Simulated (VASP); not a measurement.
# GaP (F-43m) in VASP: further runs

One crystal, GaP, is run at these levels: r2SCAN; tasks: single point, relaxation of cell and atoms.

Program: VASP 6.6.1. These are calculated values, not measurements. Logs are shortened: lines on timing, memory, paths and dates and some standing lists are left out, and cuts for length are marked.

**Measured values to compare with.**

“Stacking defects in GaP nanowires: Electronic structure and optical properties”, 2018, arxiv:1810.01194 quotes, for a bulk crystal of GaP at 10 K: band gap 2.34 eV (indirect).

The runs below are set against these values where they give the same quantity.

## Step 1: Starting point

The structure is cubic, space group F-43m (No. 216). Conventional cell: a = 5.451 Å, b = 5.451 Å, c = 5.451 Å, α = 90.00°, β = 90.00°, γ = 90.00°. Ga (site symmetry -43m) is surrounded by 4 P at 2.36 Å. P (site symmetry -43m) is surrounded by 4 Ga at 2.36 Å.

## Step 2: Single point, r2SCAN

File POSCAR:

```
GaP
1.0
    0.0000000000      2.7252500000      2.7252500000
    2.7252500000      0.0000000000      2.7252500000
    2.7252500000      2.7252500000      0.0000000000
Ga P
1 1
Direct
    0.0000000000      0.0000000000      0.0000000000
    0.2500000000      0.2500000000      0.2500000000
```

File INCAR.step1:

```
PREC     = Accurate       # precision mode
ENCUT    = 520            # plane-wave cutoff, eV
ISMEAR   = 0              # smearing method
SIGMA    = 0.02           # smearing width, eV
LREAL    = F              # projectors in reciprocal space
LASPH    = T              # aspherical terms in the spheres
NELM     = 100            # most SCF steps
NBANDS   = 16             # bands
GGA      = PE             # functional
ALGO     = Normal         # electronic algorithm
EDIFF    = 1E-4           # SCF threshold, eV
LWAVE    = T              # write WAVECAR
LCHARG   = F              # write CHGCAR
```

File INCAR.step2:

```
PREC     = Accurate       # precision mode
ENCUT    = 520            # plane-wave cutoff, eV
EDIFF    = 1E-6           # SCF threshold, eV
ISMEAR   = 0              # smearing method
SIGMA    = 0.02           # smearing width, eV
LREAL    = F              # projectors in reciprocal space
LASPH    = T              # aspherical terms in the spheres
NELM     = 100            # most SCF steps
ALGO     = Normal         # electronic algorithm
ISIF     = 2              # what is computed and relaxed
LWAVE    = F              # write WAVECAR
LCHARG   = F              # write CHGCAR
METAGGA  = R2SCAN         # meta-GGA
LMIXTAU  = T            
NBANDS   = 16             # bands
ISTART   = 1
```

File KPOINTS:

```
Automatic mesh
0
Gamma
  8 8 8
```

Potentials or basis: VASP PAW PBE potentials, release 64 (Ga_d, P).

On the command line:

```sh
$ cat potpaw_PBE.64/Ga_d/POTCAR potpaw_PBE.64/P/POTCAR > POTCAR
$ cp INCAR.step1 INCAR
$ mpirun -np 1 vasp_std > vasp.out
$ cp INCAR.step2 INCAR
$ mpirun -np 1 vasp_std > vasp.out
```

OUTCAR:

```text
PREC = Accurate
   ENCUT = 520
   EDIFF = 1E-6
   ISMEAR = 0
   LREAL = F
   LASPH = T
   NELM = 100
   ISIF = 2
   METAGGA = R2SCAN
   ISTART = 1

 ion  position               nearest neighbor table
   1  0.000  0.000  0.000-   2 2.36   2 2.36   2 2.36   2 2.36
   2  0.250  0.250  0.250-   1 2.36   1 2.36   1 2.36   1 2.36

  LATTYP: Found a face centered cubic cell.
 ALAT       =     5.4505000000

  Lattice vectors:

 A1 = (   0.0000000000,   2.7252500000,   2.7252500000)
 A2 = (   2.7252500000,   0.0000000000,   2.7252500000)
 A3 = (   2.7252500000,   2.7252500000,   0.0000000000)

Analysis of symmetry for initial positions (statically):
=====================================================================
 Subroutine PRICEL returns:
 Original cell was already a primitive cell.

 Routine SETGRP: Setting up the symmetry group for a
 face centered cubic supercell.

 Subroutine GETGRP returns: Found 24 space group operations
 (whereof 24 operations were pure point group operations)
 out of a pool of 48 trial point group operations.

The static configuration has the point symmetry T_d .

Analysis of symmetry for dynamics (positions and initial velocities):
=====================================================================
 Subroutine PRICEL returns:
 Original cell was already a primitive cell.

 Routine SETGRP: Setting up the symmetry group for a
 face centered cubic supercell.

 Subroutine GETGRP returns: Found 24 space group operations
 (whereof 24 operations were pure point group operations)
 out of a pool of 48 trial point group operations.

The dynamic configuration has the point symmetry T_d .

 Subroutine INISYM returns: Found 24 space group operations
 (whereof 24 operations are pure point group operations),
 and found     1 'primitive' translations

----------------------------------------------------------------------------------------

                                     Primitive cell

  volume of cell :      40.4808

  direct lattice vectors                    reciprocal lattice vectors
     0.000000000  2.725250000  2.725250000    -0.183469406  0.183469406  0.183469406
     2.725250000  0.000000000  2.725250000     0.183469406 -0.183469406  0.183469406
     2.725250000  2.725250000  0.000000000     0.183469406  0.183469406 -0.183469406

  length of vectors
     3.854085511  3.854085511  3.854085511     0.317778334  0.317778334  0.317778334

  position of ions in fractional coordinates (direct lattice)
     0.000000000  0.000000000  0.000000000
     0.250000000  0.250000000  0.250000000

  ion indices of the primitive-cell ions
   primitive index   ion index
                 1           1
                 2           2

----------------------------------------------------------------------------------------

 KPOINTS: Automatic mesh

Automatic generation of k-mesh.
 Grid dimensions read from file:
 generate k-points for:    8    8    8

 Generating k-lattice:

  Cartesian coordinates                     Fractional coordinates (reciprocal lattice)
    -0.022933676  0.022933676  0.022933676     0.125000000  0.000000000  0.000000000
     0.022933676 -0.022933676  0.022933676     0.000000000  0.125000000  0.000000000
     0.022933676  0.022933676 -0.022933676     0.000000000  0.000000000  0.125000000

  Length of vectors
     0.039722292  0.039722292  0.039722292

  Shift w.r.t. Gamma in fractional coordinates (k-lattice)
     0.000000000  0.000000000  0.000000000

 Subroutine IBZKPT returns following result:
 ===========================================

 Found     29 irreducible k-points:

 Following reciprocal coordinates:
            Coordinates               Weight
  0.000000  0.000000  0.000000      1.000000
  0.125000  0.000000  0.000000      8.000000
  0.250000  0.000000  0.000000      8.000000
  0.375000  0.000000  0.000000      8.000000
  0.500000  0.000000  0.000000      4.000000
  0.125000  0.125000  0.000000      6.000000
[... 16 lines left out ...]
  0.500000  0.250000  0.125000     48.000000
 -0.375000  0.250000  0.125000     24.000000
 [... further k-points ...]
   k-points           NKPTS =     29   k-points in BZ     NKDIM =     29   number of bands    NBANDS=     16
   number of dos      NEDOS =    301   number of ions     NIONS =      2
   total plane-waves  NPLWV =  27000
   dimension x,y,z NGX =    30 NGY =   30 NGZ =   30
   dimension x,y,z NGXF=    60 NGYF=   60 NGZF=   60
   ions per type =               1   1
   NGX,Y,Z   is equivalent  to a cutoff of  12.94, 12.94, 12.94 a.u.
   NGXF,Y,Z  is equivalent  to a cutoff of  25.88, 25.88, 25.88 a.u.
 SYSTEM =  unknown system
   PREC   = accura    normal or accurate (medium, high low for compatibility)
   ISTART =      1    job   : 0-new  1-cont  2-samecut
   ICHARG =      0    charge: 1-file 2-atom 10-const
   ISPIN  =      1    spin polarized calculation?
   LNONCOLLINEAR =      F non collinear calculations
   LSORBIT =      F    spin-orbit coupling
   LASPH  =      T    aspherical Exc in radial PAW
   ENCUT  =  520.0 eV  38.22 Ry    6.18 a.u.   7.17  7.17  7.17*2*pi/ulx,y,z
   NELM   =    100;   NELMIN=  2; NELMDL=  0     # of ELM steps
   EDIFF  = 0.1E-05   stopping-criterion for ELM
   LREAL  =      F    real-space projection
   EDIFFG = 0.1E-04   stopping-criterion for IOM
   NSW    =      0    number of steps for IOM
   IBRION =     -1    ionic relax: 0-MD 1-quasi-New 2-CG
   NFREE  =      0    steps in history (QN), initial steepest desc. (CG)
   ISIF   =      2    stress and relaxation
   ISYM   =      2    0-nonsym 1-usesym 2-fastsym
   POTIM  = 0.5000    time-step for ionic-motion
   TEBEG  =    0.0;   TEEND  =   0.0 temperature during run
   PSTRESS=    0.0 pullay stress
   NELECT =      18.0000    total number of electrons
   NUPDOWN=      -1.0000    fix difference up-down
   EMIN   =  10.00;   EMAX   =-10.00  energy-range for DOS
   EFERMI =   0.00;   METHOD = LEGACY
   ISMEAR =     0;   SIGMA  =   0.02  broadening in eV -4-tet -1-fermi 0-gaus
   EFERMI_NEDOS =   21; number of points for ismear=-14 and -15
   IALGO  =     38    algorithm
   IMIX   =      4    mixing-type and parameters
     AMIX     =   0.40;   BMIX     =  1.00
     AMIX_MAG =   1.60;   BMIX_MAG =  1.00
  volume/ion in A,a.u.               =      20.24       136.59
  Fermi-wavevector in a.u.,A,eV,Ry     =   1.249538  2.361284 21.243377  1.561344
  Thomas-Fermi vector in A             =   2.383574
   LORBIT       =      0    0 simple, 1 ext, 2 COOP (PROOUT), +10 PAW based schemes
   METAGGA = R2SCAN    functional components
   LHFCALC =     F    Hartree Fock is set to
   AEXX    =    0.0000 exact exchange contribution
   IVDW    =     0    specifies the selected vdW correction
   LEPSILON=     F    determine dielectric tensor
   LRPA    =     F    only Hartree local field effects (RPA)
 non-spin polarized calculation
 Gauss-broadening in eV      SIGMA  =   0.02
  energy-cutoff  :      520.00
  volume of cell :       40.48
 maximum number of plane-waves:      1106
 NGX is ok and might be reduce to    30
   NGX = 15   NGY = 15   NGZ = 15

 number of electron      17.9999989 magnetization

 Free energy of the ion-electron system (eV)
  ---------------------------------------------------
  ext. energy  EPLUGINS =         0.00000000
  ---------------------------------------------------
  free energy    TOTEN  =       -21.46308950 eV

  energy without entropy =      -21.46308950  energy(sigma->0) =      -21.46308950

 E-fermi :   4.5630     XC(G=0): -10.5489

 val. band max:        4.4620860506   @ k =   0.0000   0.0000   0.0000
 cond. band min:       6.3643204435   @ k =   0.3750   0.3750   0.0000
 fundamental gap:      1.9022343929
 Fermi energy:         4.5629706987

 k-point     1 :       0.0000    0.0000    0.0000
  band No.  band energies     occupation
      1     -10.5272      2.00000
      2     -10.5272      2.00000
      3     -10.5272      2.00000
      4     -10.4135      2.00000
      5     -10.4135      2.00000
      6      -8.5595      2.00000
[... 8 lines left out ...]
     15      14.7354      0.00000
     16      14.7354      0.00000

 k-point     2 :       0.1250    0.0000    0.0000
  band No.  band energies     occupation
      1     -10.5434      2.00000
      2     -10.5222      2.00000
      3     -10.5221      2.00000
      4     -10.4135      2.00000
      5     -10.4135      2.00000
      6      -8.3459      2.00000
[... 8 lines left out ...]
     15      14.1086      0.00000
     16      14.8362      0.00000

 k-point     3 :       0.2500    0.0000    0.0000
  band No.  band energies     occupation
      1     -10.5781      2.00000
      2     -10.5112      2.00000
      3     -10.5112      2.00000
      4     -10.4121      2.00000
      5     -10.4121      2.00000
      6      -7.7435      2.00000
[... 8 lines left out ...]
     15      13.9344      0.00000
     16      15.0226      0.00000

 k-point     4 :       0.3750    0.0000    0.0000
  band No.  band energies     occupation
      1     -10.6084      2.00000
      2     -10.5026      2.00000
      3     -10.5026      2.00000
      4     -10.4084      2.00000
      5     -10.4084      2.00000
      6      -6.9076      2.00000
[... 8 lines left out ...]
     15      15.2054      0.00000
     16      15.2054      0.00000
[... 324 lines left out ...]
 k-point    22 :       0.3750    0.2500    0.1250
  band No.  band energies     occupation
      1     -10.6039      2.00000
      2     -10.4982      2.00000
      3     -10.4940      2.00000
      4     -10.4248      2.00000
      5     -10.4038      2.00000
      6      -7.2329      2.00000
[... 8 lines left out ...]
     15      16.2191      0.00000
     16      17.6390      0.00000

 k-point    23 :       0.5000    0.2500    0.1250
  band No.  band energies     occupation
      1     -10.6213      2.00000
      2     -10.4934      2.00000
      3     -10.4842      2.00000
      4     -10.4227      2.00000
      5     -10.4040      2.00000
      6      -6.4470      2.00000
[... 8 lines left out ...]
     15      16.6937      0.00000
     16      18.0061      0.00000

 k-point    24 :      -0.3750    0.2500    0.1250
  band No.  band energies     occupation
      1     -10.6277      2.00000
      2     -10.4925      2.00000
      3     -10.4806      2.00000
      4     -10.4190      2.00000
      5     -10.4058      2.00000
      6      -5.9751      2.00000
[... 8 lines left out ...]
     15      17.1309      0.00000
     16      17.7130      0.00000

 [... further k-points ...]

------------------------ aborting loop because EDIFF is reached ----------------------------------------

  FORCE on cell =-STRESS in cart. coord.  units (eV):
  Direction    XX          YY          ZZ          XY          YZ          ZX
  --------------------------------------------------------------------------------------
  -------------------------------------------------------------------------------------
  Total       -0.0032258     -0.0032258     -0.0032258     -0.0000000      0.0000000      0.0000000
  in kB       -0.1276713     -0.1276713     -0.1276713     -0.0000000      0.0000000      0.0000000
  external PRESSURE =      -0.1276713 kB  Pullay stress =       0.0000000 kB

 VOLUME and BASIS-vectors are now :
 -----------------------------------------------------------------------------
  energy-cutoff  :      520.00
  volume of cell :       40.48
      direct lattice vectors                 reciprocal lattice vectors
     0.000000000  2.725250000  2.725250000    -0.183469406  0.183469406  0.183469406
     2.725250000  0.000000000  2.725250000     0.183469406 -0.183469406  0.183469406
     2.725250000  2.725250000  0.000000000     0.183469406  0.183469406 -0.183469406

 POSITION                                       TOTAL-FORCE (eV/Angst)
 -----------------------------------------------------------------------------------
      0.00000      0.00000      0.00000         0.000000     -0.000000     -0.000000
      1.36262      1.36262      1.36262        -0.000000      0.000000      0.000000
 -----------------------------------------------------------------------------------
    total drift:                                0.000010      0.000010      0.000010

  FREE ENERGIE OF THE ION-ELECTRON SYSTEM (eV)
  ---------------------------------------------------
  free  energy   TOTEN  =       -21.4630895019 eV

  energy  without entropy=      -21.4630895019  energy(sigma->0) =      -21.46308950
```

Wall time 52 s (1 thread of Intel Xeon 6975P-C (Granite Rapids), shared host); peak memory 0.17 GiB.

What came out:

```yaml
Free_energy: -21.4631 eV
Pressure: 0.0 GPa
Band_gap_on_the_k_mesh: 1.90 eV, indirect (least direct gap 2.34 eV)
```

Levels at points of the mesh, in eV from the valence-band top:
```tsv
k point	band 7	band 8	band 9	band 10	band 11	band 12
(0.00, 0.00, 0.00)	0.00	0.00	0.00	2.34	4.19	4.19
(0.50, 0.00, 0.00)	-6.84	-1.17	-1.17	2.04	5.06	5.06
(0.50, 0.50, 0.00)	-6.96	-2.80	-2.80	1.91	2.10	11.35
```

Caveat: the PAW data sets were made with another functional, which shifts forces and pressure a little.

## Step 3: Single point, r2SCAN

POSCAR is that of step 2.

File INCAR.step1:

```
PREC = Accurate
ENCUT = 520
ISMEAR = 0
SIGMA = 0.02
LREAL = False
LASPH = True
NELM = 100
NBANDS = 16
GGA = PE
ALGO = Normal
EDIFF = 1E-4
LWAVE = True
LCHARG = False
```

File INCAR.step2:

```
PREC = Accurate
ENCUT = 520
EDIFF = 1E-7
ISMEAR = 0
SIGMA = 0.02
LREAL = False
LASPH = True
NELM = 100
ALGO = Normal
ISIF = 2
LWAVE = False
LCHARG = True
METAGGA = R2SCAN
LMIXTAU = True
LELF = True
LVHAR = True
NBANDS = 16
ISTART = 1
```

File KPOINTS:

```
regular mesh
0
Gamma
  8 8 8
```

Potentials or basis: VASP PAW PBE potentials, release 64 (Ga_d, P).

On the command line:

```sh
$ cat potpaw_PBE.64/Ga_d/POTCAR potpaw_PBE.64/P/POTCAR > POTCAR
$ cp INCAR.step1 INCAR
$ mpirun -np 1 vasp_std > vasp.out
$ cp INCAR.step2 INCAR
$ mpirun -np 1 vasp_std > vasp.out
```

It took 64 s on 1 thread of Intel Xeon 6975P-C (Granite Rapids), shared host; peak memory 0.17 GiB.

The run converged. Its results:

```yaml
Free_energy: -21.4631 eV
Pressure: 0.0 GPa
Band_gap_on_the_k_mesh: 1.90 eV, indirect (least direct gap 2.34 eV)
```

Levels at points of the mesh, in eV from the valence-band top:
| k point | band 7 | band 8 | band 9 | band 10 | band 11 | band 12 |
| --- | --- | --- | --- | --- | --- | --- |
| (0.00, 0.00, 0.00) | 0.00 | 0.00 | 0.00 | 2.34 | 4.19 | 4.19 |
| (0.50, 0.00, 0.00) | -6.84 | -1.17 | -1.17 | 2.04 | 5.06 | 5.06 |
| (0.50, 0.50, 0.00) | -6.96 | -2.80 | -2.80 | 1.91 | 2.10 | 11.35 |

Caveat: the PAW data sets were made with another functional, which shifts forces and pressure a little.

## Step 4: Relaxation of cell and atoms, r2SCAN

POSCAR is that of step 3.

File INCAR.step1:

```
PREC     = Accurate       # precision mode
ENCUT    = 600            # plane-wave cutoff, eV
ISMEAR   = 0              # smearing method
SIGMA    = 0.02           # smearing width, eV
LREAL    = False          # projectors in reciprocal space
LASPH    = True           # aspherical terms in the spheres
NELM     = 100            # most SCF steps
GGA      = PE             # functional
ALGO     = Normal         # electronic algorithm
EDIFF    = 1E-4           # SCF threshold, eV
LWAVE    = True           # write WAVECAR
LCHARG   = False          # write CHGCAR
```

File INCAR.step2:

```
PREC     = Accurate       # precision mode
ENCUT    = 600            # plane-wave cutoff, eV
EDIFF    = 1E-6           # SCF threshold, eV
ISMEAR   = 0              # smearing method
SIGMA    = 0.02           # smearing width, eV
LREAL    = False          # projectors in reciprocal space
LASPH    = True           # aspherical terms in the spheres
NELM     = 100            # most SCF steps
ALGO     = Normal         # electronic algorithm
ISIF     = 3              # what is computed and relaxed
LWAVE    = False          # write WAVECAR
LCHARG   = False          # write CHGCAR
METAGGA  = R2SCAN         # meta-GGA
LMIXTAU  = True         
IBRION   = 2              # ionic algorithm
NSW      = 100            # ionic steps
EDIFFG   = -0.005         # ionic threshold
ISTART   = 1
```

KPOINTS is that of step 3.

On the command line:

```sh
$ cat potpaw_PBE.64/Ga_d/POTCAR potpaw_PBE.64/P/POTCAR > POTCAR
$ cp INCAR.step1 INCAR
$ mpirun -np 1 vasp_std > vasp.out
$ cp INCAR.step2 INCAR
$ mpirun -np 1 vasp_std > vasp.out
```

Run time: 34 s. Hardware: 1 thread of Intel Xeon 6975P-C (Granite Rapids), shared host; peak memory 0.19 GiB.

It converged, with:

```
Free energy             : -21.4642 eV
Pressure after relaxing : 0.0 GPa
Band gap on the k mesh  : 1.90 eV, indirect (least direct gap 2.34 eV)
```

Final structure:
```cif
data_structure
_symmetry_space_group_name_H-M 'P 1'
_symmetry_Int_Tables_number 1
_cell_length_a 3.8541
_cell_length_b 3.8541
_cell_length_c 3.8541
_cell_angle_alpha 60.000
_cell_angle_beta 60.000
_cell_angle_gamma 60.000
_cell_volume 40.48
loop_
_atom_site_label
_atom_site_type_symbol
_atom_site_fract_x
_atom_site_fract_y
_atom_site_fract_z
_atom_site_occupancy
Ga1 Ga 0.00000 0.00000 0.00000 1
P1 P 0.25000 0.25000 0.25000 1
```

Levels at points of the mesh, in eV from the valence-band top:
| k point | band 5 | band 6 | band 7 | band 8 | band 9 | band 10 | band 11 | band 12 | band 13 |
| --- | --- | --- | --- | --- | --- | --- | --- | --- | --- |
| (0.00, 0.00, 0.00) | -14.88 | -13.02 | 0.00 | 0.00 | 0.00 | 2.34 | 4.19 | 4.19 | 4.19 |
| (0.50, 0.00, 0.00) | -14.87 | -10.86 | -6.84 | -1.17 | -1.17 | 2.04 | 5.06 | 5.06 | 8.83 |
| (0.50, 0.50, 0.00) | -14.85 | -9.92 | -6.96 | -2.80 | -2.80 | 1.91 | 2.10 | 11.35 | 11.35 |

Caveat: the relaxation stopped at its first step, so nothing moved; the PAW data sets were made with another functional, which shifts forces and pressure a little. r2SCAN opens gaps a little over a GGA but as a rule still falls short of measured ones.

## Step 5: Against experiment

Step 2. A measured gap of GaP is 2.34 eV (indirect; 10 K; quoted in “Stacking defects in GaP nanowires: Electronic structure and optical properties”, 2018, arxiv:1810.01194); the calculated 1.90 eV misses it by -0.44 eV. Spin-orbit coupling on Ga is left out. The value is that of r2SCAN on a finite k mesh, which can miss the band edges, without temperature or zero-point motion.

Step 3. Measured gap of GaP: 2.34 eV (indirect; 10 K; quoted in “Stacking defects in GaP nanowires: Electronic structure and optical properties”, 2018, arxiv:1810.01194). This calculation gives 1.90 eV (-0.44 eV). Spin-orbit coupling on Ga is left out. The value is that of r2SCAN on a finite k mesh, which can miss the band edges, without temperature or zero-point motion.
